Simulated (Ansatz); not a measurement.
The system is PtS2.

```
CELL_PARAMETERS angstrom
3.54320 0.00000 0.00000
-1.77160 3.06850 0.00000
0.00000 0.00000 5.03880
ATOMIC_POSITIONS crystal
Pt 0.00000 0.00000 0.00000
S 0.66667 0.33333 0.77300
S 0.33333 0.66667 0.22700
```

```yaml
Program: Ansatz 0.2.0
Task: relaxation of cell and atoms
Functional: PBE
Potentials_or_basis: Ansatz PAW
Cutoff: "420 eV (not typed: the program's choice for these potentials)"
k_mesh: 9 × 9 × 5
Occupations: fermi-dirac, width 0.05 eV
Spin: no spin polarisation
```

At the start: volume 18.26 Å³/atom.

Where does the relaxation end?

It ends after 18 steps and the volume is 23.99 Å³/atom (+31.4 %); space group P-3m1 (No. 164, to 0.05 Å).

The path:
```csv
step,energy change (eV),largest force (eV/Å),volume (Å³)
1,0.0000,1.2565,54.78
2,-0.1661,0.0658,59.59
3,-0.1766,0.0429,60.76
4,-0.1848,0.0830,63.20
5,-0.1853,0.0256,63.54
6,-0.1856,0.0005,63.61
7,-0.1925,0.0030,63.61
8,-0.1958,0.0027,64.93
9,-0.1994,0.0304,67.47
10,-0.1999,0.0049,68.50
11,-0.1998,0.0114,69.36
12,-0.1998,0.0017,69.23
13,-0.2015,0.0025,69.23
14,-0.2018,0.0024,70.06
15,-0.2018,0.0145,71.70
16,-0.2018,0.0003,71.77
17,-0.2017,0.0003,71.97
18,-0.2022,0.0001,71.97
```

Final structure:
```xyz
3
Lattice="3.5768 0.0000 0.0000 -1.7884 3.0976 0.0000 0.0000 0.0000 6.4956" Properties=species:S:1:pos:R:3 pbc="T T T"
Pt    0.0000    0.0000    0.0000
S     1.7884    1.0325    5.2681
S     0.0000    2.0650    1.2275
```

Caveat: the volume moved by over 15 % at a fixed basis, so the end points are rough; the plane-wave basis is chosen anew once the cell has moved, so the energies of steps on either side of that aren't comparable; this functional lacks dispersion, which binds the layers, so the pressure and a relaxed spacing across them are unreliable, and here the layers came unbound.
